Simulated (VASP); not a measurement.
Wanted: the native input for a VASP 6.6.1 run.

| Property | Result |
| --- | --- |
| Task | relaxation of the atoms |
| Functional | PBE |
| Potentials or basis | VASP PAW PBE potentials, release 64 (Ca_sv, O) |
| Cutoff | 600 eV |
| k mesh | 10 × 10 × 10 |
| Occupations | gaussian, width 0.03 eV |
| Spin | no spin polarisation |
| Further INCAR settings | ALGO = Fast; EDIFF = 1e-07; IBRION = 2; EDIFFG = -0.01; NSW = 40 |

The structure of CaO (Lime) lies in POSCAR:

```
CaO                                     
1.0
    0.0000000000      2.4026947559      2.4026947559
    2.4026947559      0.0000000000      2.4026947559
    2.4026947559      2.4026947559      0.0000000000
  Ca              O             
     1     1
Direct
     0.0000000000000000    0.0000000000000000    0.0000000000000000
     0.5000000000000000    0.5000000000000000    0.5000000000000000
```

The cell isn't the ideal one: a relaxed cell with its volume scaled by 0.98.

These files were run (other wordings do the same):

INCAR

```
SYSTEM = CaO
PREC = Accurate
ENCUT = 600
EDIFF = 1E-7
ISMEAR = 0
SIGMA = 0.03
LREAL = .False.
LASPH = .True.
NELM = 80
ALGO = Fast
ISIF = 2
LWAVE = .False.
LCHARG = .False.
GGA = PE
IBRION = 2
NSW = 40
EDIFFG = -0.01
```

KPOINTS

```
Automatic mesh
0
Gamma
  10 10 10
  0 0 0
```

Potentials or basis: VASP PAW PBE potentials, release 64 (Ca_sv, O).

Run with:

```sh
$ cat potpaw_PBE.64/Ca_sv/POTCAR potpaw_PBE.64/O/POTCAR > POTCAR
$ mpirun -np 1 vasp_std > vasp.out
```

It gave:

The pressure after relaxing is 2.2 GPa and the band gap on the k mesh is 3.64 eV, indirect (least direct gap 4.01 eV).

Caveat: the relaxation stopped at its first step, so nothing moved.

Run time: 17 s on 1 thread of Intel(R) Xeon(R) 6975P-C (Granite Rapids) (shared host), peak memory 0.16 GiB.
